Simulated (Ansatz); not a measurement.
Molecular dynamics of HfO₂

Input file:

```yaml
crystal:
  lattice:
    - [5.358932, 0.0, 0.0]
    - [0.0, 5.358932, 0.0]
    - [0.0, 0.0, 5.358932]
  atoms:
    - { symbol: Hf, position: [0.0, 0.0, 0.0] }
    - { symbol: O, position: [0.25, 0.25, 0.25] }
    - { symbol: O, position: [0.75, 0.75, 0.75] }
    - { symbol: Hf, position: [0.5, 0.5, 0.0] }
    - { symbol: O, position: [0.75, 0.75, 0.25] }
    - { symbol: O, position: [0.25, 0.25, 0.75] }
    - { symbol: Hf, position: [0.5, 0.0, 0.5] }
    - { symbol: O, position: [0.75, 0.25, 0.75] }
    - { symbol: O, position: [0.25, 0.75, 0.25] }
    - { symbol: Hf, position: [0.0, 0.5, 0.5] }
    - { symbol: O, position: [0.25, 0.75, 0.75] }
    - { symbol: O, position: [0.75, 0.25, 0.25] }
basis:
  ecutwfc: 420.0
kpoints:
  mp_grid: { grid: [2, 2, 2] }
hamiltonian:
  xc: pbe
  pseudopotentials: { kind: paw, azcp: { folder: soft_1 } }
scf:
  occupations: { method: fermi_dirac, width: 0.3 }
  lower_state_search: "off"
  convergence: { dr2_threshold: 0.001 }
  max_iter: 96
md:
  timestep: 0.75
  n_steps: 200
  ensemble: nvt_nose_hoover
  temperature: 3500.0
  initial_velocities: maxwell_boltzmann
  seed: 121641
  nose_hoover: { tau: 50.0, chain_length: 3 }
```

Command:

```bash
$ ansatz run input.yaml --threads 1 --pin off --max-ram 3072MiB --backend cpu --events-out ev --progress --plain --runs-dir out
```

It starts from a structure without forces on its atoms.

Output, in part (step lines):

```
md step     0: t =     0.00 fs  T =  3500.0 K  F+E_penalty+E_count = -67446.73923092 eV  E_kin = 4.976510 eV  conserved = -67441.76272096 eV  (8 SCF iters)
md step     1: t =     0.75 fs  T =  3494.8 K  F+E_penalty+E_count = -67446.73174691 eV  E_kin = 4.969056 eV  conserved = -67441.76269173 eV  (3 SCF iters)
md step     2: t =     1.50 fs  T =  3479.1 K  F+E_penalty+E_count = -67446.70930925 eV  E_kin = 4.946793 eV  conserved = -67441.76252144 eV  (3 SCF iters)
md step     3: t =     2.25 fs  T =  3453.2 K  F+E_penalty+E_count = -67446.67222834 eV  E_kin = 4.909995 eV  conserved = -67441.76225666 eV  (3 SCF iters)
md step     4: t =     3.00 fs  T =  3417.4 K  F+E_penalty+E_count = -67446.62105123 eV  E_kin = 4.859067 eV  conserved = -67441.76205617 eV  (3 SCF iters)
md step     5: t =     3.75 fs  T =  3371.9 K  F+E_penalty+E_count = -67446.55646862 eV  E_kin = 4.794421 eV  conserved = -67441.76221996 eV  (2 SCF iters)
md step     6: t =     4.50 fs  T =  3317.5 K  F+E_penalty+E_count = -67446.47869917 eV  E_kin = 4.716950 eV  conserved = -67441.76209901 eV  (2 SCF iters)
md step     7: t =     5.25 fs  T =  3254.7 K  F+E_penalty+E_count = -67446.38894930 eV  E_kin = 4.627684 eV  conserved = -67441.76190041 eV  (2 SCF iters)
[... lines left out ...]
md step   197: t =   147.75 fs  T =  4263.5 K  F+E_penalty+E_count = -67443.58726229 eV  E_kin = 6.062151 eV  conserved = -67441.75357788 eV  (2 SCF iters)
md step   198: t =   148.50 fs  T =  4216.7 K  F+E_penalty+E_count = -67443.49586521 eV  E_kin = 5.995553 eV  conserved = -67441.75270342 eV  (2 SCF iters)
md step   199: t =   149.25 fs  T =  4166.5 K  F+E_penalty+E_count = -67443.40040134 eV  E_kin = 5.924137 eV  conserved = -67441.75169867 eV  (2 SCF iters)
md step   200: t =   150.00 fs  T =  4121.2 K  F+E_penalty+E_count = -67443.31256334 eV  E_kin = 5.859771 eV  conserved = -67441.75045023 eV  (3 SCF iters)
```

The steps, from the saved trajectory:

```tsv
time (fs)	T (K)	potential energy less start (eV)	conserved less start (meV/atom)
0	3500	0.000	0.00
4.5	3317	0.261	0.05
9	2849	0.932	0.12
13.5	2350	1.657	0.23
18	2176	1.935	0.22
22.5	2418	1.641	0.14
27	2688	1.335	0.08
31.5	2652	1.488	0.08
36	2450	1.893	0.15
40.5	2261	2.292	0.17
45	2076	2.699	0.26
49.5	1948	3.041	0.30
54	1971	3.185	0.35
58.5	2164	3.121	0.36
63	2412	3.015	0.38
67.5	2607	3.006	0.50
72	2832	2.958	0.57
76.5	3170	2.742	0.54
81	3458	2.581	0.50
85.5	3591	2.604	0.51
90	3593	2.771	0.53
94.5	3315	3.297	0.50
99	2750	4.201	0.65
103.5	2454	4.703	0.80
108	2925	4.119	0.67
112.5	3569	3.310	0.55
117	3718	3.207	0.55
121.5	3468	3.658	0.65
126	2921	4.516	0.61
130.5	2248	5.547	0.88
135	2308	5.537	0.92
139.5	3266	4.283	0.71
144	4195	3.116	0.62
148.5	4217	3.243	0.83
```

The run went to its last step. The conserved energy stayed within 1.1 meV per atom of its start (net change 1 meV per atom), so the integration is sound. A run of 0.15 ps of so small a system gives no equilibrium averages. The SCF threshold is loose, so the forces are noisy. Limits of this set-up: coarse k mesh.

Mean squared displacements from the first frame to the last, about the centre of mass: Hf 0.24 Å², O 0.85 Å².

Last frame:

```xyz
12
Lattice="5.3589 0.0000 0.0000 0.0000 5.3589 0.0000 0.0000 0.0000 5.3589" Properties=species:S:1:pos:R:3
Hf 0.253 0.293 0.171
O 0.750 2.047 1.154
O 3.789 3.796 3.835
Hf 2.399 3.006 -0.137
O 3.481 2.927 1.634
O 2.143 1.329 4.240
Hf 2.913 -0.601 2.402
O 4.431 1.188 3.893
O 1.081 4.539 1.744
Hf -0.127 2.833 2.892
O 1.030 3.771 4.511
O 3.830 -0.084 0.774
```

Run time: 12 min on 1 thread of Arm Neoverse V1 (shared host), peak memory 0.47 GiB.
